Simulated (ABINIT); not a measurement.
Here is an ABINIT 10.8.3 (patched build) calculation.

The input run.py:

```python
import json, os
import numpy as np
from ase.eos import EquationOfState
from ase.units import GPa
from ase.calculators.mixing import SumCalculator
from dftd4.ase import DFTD4
from ase.calculators.abinit import Abinit, AbinitProfile
from ase import Atoms

atoms = Atoms(['Nb'],
              cell=[[-1.66395, 1.66395, 1.66395], [1.66395, -1.66395, 1.66395], [1.66395, 1.66395, -1.66395]],
              scaled_positions=[[0.0, 0.0, 0.0]],
              pbc=True)

profile = AbinitProfile(command='abinit', pp_paths=[os.path.abspath('pseudos')])
params = dict(
    pps='pawxml', xc='PBE',
    ecut=408.1708,
    pawecutdg=816.3416,
    kptopt=1,
    ngkpt=[11, 11, 11],
    nshiftk=1,
    shiftk=[0.0, 0.0, 0.0],
    ixc=-106132,
    nband=11,
    occopt=3,
    tsmear=0.05,
    nstep=100,
    tolvrs=1e-09,
    prtwf=0,
    prtden=0,
)

cell0 = atoms.cell.copy()
volumes, energies = [], []
for i, x in enumerate([0.94, 0.96, 0.98, 1.0, 1.02, 1.04, 1.06]):
    atoms.set_cell(cell0 * x ** (1 / 3), scale_atoms=True)
    atoms.calc = SumCalculator([Abinit(profile=profile, directory=f'v{i}', **params), DFTD4(method='bp86')])
    volumes.append(atoms.get_volume() / len(atoms))
    dft, disp = atoms.calc.mixer.calcs
    energies.append((dft.get_property('free_energy', atoms) + disp.get_property('energy', atoms)) / len(atoms))
    print(f'{x:5.2f} {volumes[-1]:10.5f} A^3/atom {energies[-1]:14.6f} eV/atom', flush=True)
    json.dump(dict(volumes=volumes, energies=energies), open('results.json', 'w'))
v0, e0, b0 = EquationOfState(volumes, energies, eos='murnaghan').fit()
print(f'V0 {v0:.4f} A^3/atom  E0 {e0:.6f} eV/atom  B0 {b0 / GPa:.2f} GPa')
```

Potentials or basis: JTH PAW PBE v2.0.

Run with:

```sh
$ python run.py
```

Estimate the bulk modulus.

181 GPa.

Estimate the pressure derivative of the bulk modulus.

3.6.

Predict the equilibrium volume.

17.67 Å³/atom.

Energy against volume, from the lowest point:
```
volume (Å³/atom)  energy (meV/atom)
          17.322               3.99
          17.691               0.00
          18.060               4.87
          18.428              17.32
          18.797              36.95
          19.165              63.27
          19.534              95.27
```

Caveat: the cutoff is too short for stress, so the log's stress isn't used; pressures at fixed basis lie under the slope of the energies; the log and the count of SCF iterations are those of the last ABINIT call alone; the PAW data sets were made with another functional, which shifts forces and pressure a little.

**Measured values to compare with.**

“Pressure effects on the electronic structure and superconductivity of (TaNb)0.67(HfZrTi)0.33 high entropy alloy”, 2019, arxiv:1910.08312 quotes, for a bulk crystal of Nb: bulk modulus 169 GPa.

Measured bulk modulus of Nb: 169 GPa (quoted in “Pressure effects on the electronic structure and superconductivity of (TaNb)0.67(HfZrTi)0.33 high entropy alloy”, 2019, arxiv:1910.08312). This calculation gives 181 GPa (+6.9 %). The fit is for a static lattice scaled at fixed shape and fixed fractional positions.
